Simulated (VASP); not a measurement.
# InP (F-43m) in VASP: notebook, part 2 of 2

VASP 6.6.1.

## Step 4: Single point, PBE

Contents of INCAR:

```
ALGO = Normal ; EDIFF = 1E-6
ENCUT = 520 ; GGA = PE
ISIF = 2 ; ISMEAR = -1
LASPH = T ; LCHARG = T
LELF = T ; LREAL = F
LVHAR = T ; LWAVE = F
NBANDS = 16 ; NELM = 80
PREC = Accurate ; SIGMA = 0.05
```

Contents of KPOINTS:

```
k-points
0
Gamma
  4 4 4
```

Contents of POSCAR:

```
InP
1.0
    0.0000000000      2.9305000000      2.9305000000
    2.9305000000      0.0000000000      2.9305000000
    2.9305000000      2.9305000000      0.0000000000
In P
1 1
Direct
    0.0000000000      0.0000000000      0.0000000000
    0.7500000000      0.7500000000      0.7500000000
```

Potentials or basis: VASP PAW PBE potentials, release 64 (In_d, P).

Launch:

```console
> cat potpaw_PBE.64/In_d/POTCAR potpaw_PBE.64/P/POTCAR > POTCAR
> mpirun -np 1 vasp_std > vasp.out
```

OUTCAR:

```text
EDIFF = 1E-6
   ENCUT = 520
   GGA = PE
   ISIF = 2
   ISMEAR = -1
   LASPH = T
   LREAL = F
   NELM = 80
   PREC = Accurate

 ion  position               nearest neighbor table
   1  0.000  0.000  0.000-   2 2.54   2 2.54   2 2.54   2 2.54
   2  0.750  0.750  0.750-   1 2.54   1 2.54   1 2.54   1 2.54

  LATTYP: Found a face centered cubic cell.
 ALAT       =     5.8610000000

  Lattice vectors:

 A1 = (   0.0000000000,   2.9305000000,   2.9305000000)
 A2 = (   2.9305000000,   0.0000000000,   2.9305000000)
 A3 = (   2.9305000000,   2.9305000000,   0.0000000000)

Analysis of symmetry for initial positions (statically):
=====================================================================
 Subroutine PRICEL returns:
 Original cell was already a primitive cell.

 Routine SETGRP: Setting up the symmetry group for a
 face centered cubic supercell.

 Subroutine GETGRP returns: Found 24 space group operations
 (whereof 24 operations were pure point group operations)
 out of a pool of 48 trial point group operations.

The static configuration has the point symmetry T_d .

Analysis of symmetry for dynamics (positions and initial velocities):
=====================================================================
 Subroutine PRICEL returns:
 Original cell was already a primitive cell.

 Routine SETGRP: Setting up the symmetry group for a
 face centered cubic supercell.

 Subroutine GETGRP returns: Found 24 space group operations
 (whereof 24 operations were pure point group operations)
 out of a pool of 48 trial point group operations.

The dynamic configuration has the point symmetry T_d .

 Subroutine INISYM returns: Found 24 space group operations
 (whereof 24 operations are pure point group operations),
 and found     1 'primitive' translations

[... 90 lines left out ...]
   EMIN   =  10.00;   EMAX   =-10.00  energy-range for DOS
   EFERMI =   0.00;   METHOD = LEGACY
   ISMEAR =    -1;   SIGMA  =   0.05  broadening in eV -4-tet -1-fermi 0-gaus
   EFERMI_NEDOS =   21; number of points for ismear=-14 and -15
   IALGO  =     38    algorithm
   IMIX   =      4    mixing-type and parameters
     AMIX     =   0.40;   BMIX     =  1.00
     AMIX_MAG =   1.60;   BMIX_MAG =  1.00
  volume/ion in A,a.u.               =      25.17       169.83
  Fermi-wavevector in a.u.,A,eV,Ry     =   1.162021  2.195901 18.371846  1.350293
  Thomas-Fermi vector in A             =   2.298587
   LORBIT       =      0    0 simple, 1 ext, 2 COOP (PROOUT), +10 PAW based schemes
   GGA     = PE    functional components
   LHFCALC =     F    Hartree Fock is set to
   AEXX    =    0.0000 exact exchange contribution
   IVDW    =     0    specifies the selected vdW correction
   LEPSILON=     F    determine dielectric tensor
   LRPA    =     F    only Hartree local field effects (RPA)
 non-spin polarized calculation
  energy-cutoff  :      520.00
  volume of cell :       50.33
 maximum number of plane-waves:      1380
 NGX is ok and might be reduce to    32
   NGX = 15   NGY = 15   NGZ = 15

 number of electron      18.0000005 magnetization

 Free energy of the ion-electron system (eV)
  ---------------------------------------------------
  ext. energy  EPLUGINS =         0.00000000
  ---------------------------------------------------
  free energy    TOTEN  =        -8.27210013 eV

  energy without entropy =       -8.27206020  energy(sigma->0) =       -8.27208016

 E-fermi :   5.6106     XC(G=0):  -9.2629

 val. band max:        5.2337926632   @ k =   0.0000   0.0000   0.0000
 cond. band min:       5.9323818492   @ k =   0.0000   0.0000   0.0000
 fundamental gap:      0.6985891860
 Fermi energy:         5.6105809481

 k-point     1 :       0.0000    0.0000    0.0000
  band No.  band energies     occupation
      1      -9.0000      2.00000
      2      -9.0000      2.00000
      3      -9.0000      2.00000
      4      -8.8501      2.00000
      5      -8.8501      2.00000
      6      -6.2889      2.00000
[... 129 lines left out ...]
      3      -8.9045      2.00000
      4      -8.8702      2.00000
      5      -8.8350      2.00000
      6      -3.8224      2.00000
[... 8 lines left out ...]
     15      16.5237      0.00000
     16      17.2575      0.00000

------------------------ aborting loop because EDIFF is reached ----------------------------------------

  FORCE on cell =-STRESS in cart. coord.  units (eV):
  Direction    XX          YY          ZZ          XY          YZ          ZX
  --------------------------------------------------------------------------------------
  -------------------------------------------------------------------------------------
  Total        1.0920238      1.0920238      1.0920238     -0.0000000      0.0000000      0.0000000
  in kB       34.7606197     34.7606197     34.7606197     -0.0000000      0.0000000      0.0000000
  external PRESSURE =      34.7606197 kB  Pullay stress =       0.0000000 kB

 VOLUME and BASIS-vectors are now :
 -----------------------------------------------------------------------------
  energy-cutoff  :      520.00
  volume of cell :       50.33
      direct lattice vectors                 reciprocal lattice vectors
     0.000000000  2.930500000  2.930500000    -0.170619348  0.170619348  0.170619348
     2.930500000  0.000000000  2.930500000     0.170619348 -0.170619348  0.170619348
     2.930500000  2.930500000  0.000000000     0.170619348  0.170619348 -0.170619348

 POSITION                                       TOTAL-FORCE (eV/Angst)
 -----------------------------------------------------------------------------------
      0.00000      0.00000      0.00000         0.000000      0.000000      0.000000
      4.39575      4.39575      4.39575        -0.000000     -0.000000     -0.000000
 -----------------------------------------------------------------------------------
    total drift:                                0.000000      0.000000      0.000000

  FREE ENERGIE OF THE ION-ELECTRON SYSTEM (eV)
  ---------------------------------------------------
  free  energy   TOTEN  =        -8.2721001346 eV

  energy  without entropy=       -8.2720601951  energy(sigma->0) =       -8.27208016
```

It took 6.9 s on 1 thread of Intel Xeon Platinum 8259CL at 2.50GHz (Skylake/Cascade Lake), shared host; peak memory 0.17 GiB.

What came out:

```yaml
Free_energy: -8.2721 eV
Pressure: 3.5 GPa
Band_gap_on_the_k_mesh: 0.70 eV, direct
```

Caveat: the k points lie up to 0.46 Å⁻¹ apart; spin-orbit coupling is left out, which moves the levels of the heavy elements.

## Step 5: Single point, PBEsol+D3(BJ)

This run uses another cell than the first one, of 24.70 Å³/atom, 0.981 times its volume.

Contents of INCAR:

```
SYSTEM = InP
  PREC = Accurate
  ENCUT = 520
  EDIFF = 1E-7
  ISMEAR = -1
  SIGMA = 0.05
  LREAL = .FALSE.
  LASPH = .TRUE.
  NELM = 60
  ALGO = Normal
  ISIF = 2
  LWAVE = .FALSE.
  LCHARG = .TRUE.
  GGA = PS
  IVDW = 12
  LELF = .TRUE.
  LVHAR = .TRUE.
  NBANDS = 16
```

Contents of KPOINTS:

```
regular mesh
0
G
  8 8 8
  0 0 0
```

Contents of POSCAR:

```
InP
1.0
    0.0000000000      2.9121550239      2.9121550239
    2.9121550239      0.0000000000      2.9121550239
    2.9121550239      2.9121550239      0.0000000000
In P
1 1
Direct
    0.0000000000      0.0000000000      0.0000000000
    0.7500000000      0.7500000000      0.7500000000
```

Launch:

```console
> cat potpaw_PBE.64/In_d/POTCAR potpaw_PBE.64/P/POTCAR > POTCAR
> mpirun -np 1 vasp_std > vasp.out
```

Wall time 16 s (1 thread of Intel Xeon Platinum 8259CL at 2.50GHz (Skylake/Cascade Lake), shared host); peak memory 0.18 GiB.

Results (log left out):

```
Free energy                : -9.7545 eV
Pressure                   : 0.0 GPa
Band gap on the k mesh     : 0.72 eV, direct
Dispersion energy per atom : -0.304 eV
```

Levels at points of the mesh, in eV from the valence-band top:
| k point | band 6 | band 7 | band 8 | band 9 | band 10 | band 11 | band 12 | band 13 |
| --- | --- | --- | --- | --- | --- | --- | --- | --- |
| (0.00, 0.00, 0.00) | -11.68 | 0.00 | 0.00 | 0.00 | 0.72 | 4.01 | 4.01 | 4.01 |
| (0.50, 0.00, 0.00) | -9.87 | -5.90 | -1.01 | -1.01 | 1.44 | 4.74 | 4.74 | 6.98 |
| (0.50, 0.50, 0.00) | -9.18 | -5.90 | -2.42 | -2.42 | 1.60 | 2.16 | 9.21 | 9.65 |

Caveat: the PAW data sets were made with another functional, which shifts forces and pressure a little; spin-orbit coupling is left out, which moves the levels of the heavy elements.

## Step 6: Summary

```tsv
level	cell	k mesh	gap on the mesh (eV)	pressure (GPa)
SVWN5	a = 4.144 Å, angles 60.0°, 2 atoms	8 × 8 × 8	0.48	-1.2
PBEsol+D4	a = 4.172 Å, angles 60.0°, 2 atoms	8 × 8 × 8	0.51	-1.9
PBE	a = 4.144 Å, angles 60.0°, 2 atoms	4 × 4 × 4	0.70	3.5
PBEsol+D3(BJ)	a = 4.118 Å, angles 60.0°, 2 atoms	8 × 8 × 8	0.72	0.0
```

Alike in all rows: task single point; potentials or basis VASP PAW PBE potentials, release 64 (In_d, P); no spin polarisation; cutoff (eV) 520; smearing fermi-dirac 0.05 eV.

Caveats: some runs use coarse meshes; spin-orbit coupling is left out, which moves the levels of the heavy elements; the PAW data sets were made with another functional, which shifts forces and pressure a little (some runs).

Total energies depend on the potentials used, so only differences within one code and one set of settings carry meaning.

## Step 7: How close it comes

Step 2. Against the measured gap of InP, 1.4236 eV (direct; 1.6 K; a printed reference work, data compilation), the calculated 0.48 eV is off by -0.94 eV. Spin-orbit coupling on In is left out. The value is that of SVWN5, without temperature or zero-point motion.

Step 3. A measured gap of InP is 1.4236 eV (direct; 1.6 K; a printed reference work, data compilation); the calculated 0.51 eV misses it by -0.92 eV. Spin-orbit coupling on In is left out. The value is that of PBEsol+D4, without temperature or zero-point motion. Semilocal functionals fall short of measured gaps as a rule.

Step 5. A measured gap of InP is 1.4236 eV (direct; 1.6 K; a printed reference work, data compilation); the calculated 0.72 eV misses it by -0.71 eV. Spin-orbit coupling on In is left out. The value is that of PBEsol+D3(BJ), without temperature or zero-point motion. Semilocal functionals fall short of measured gaps as a rule.
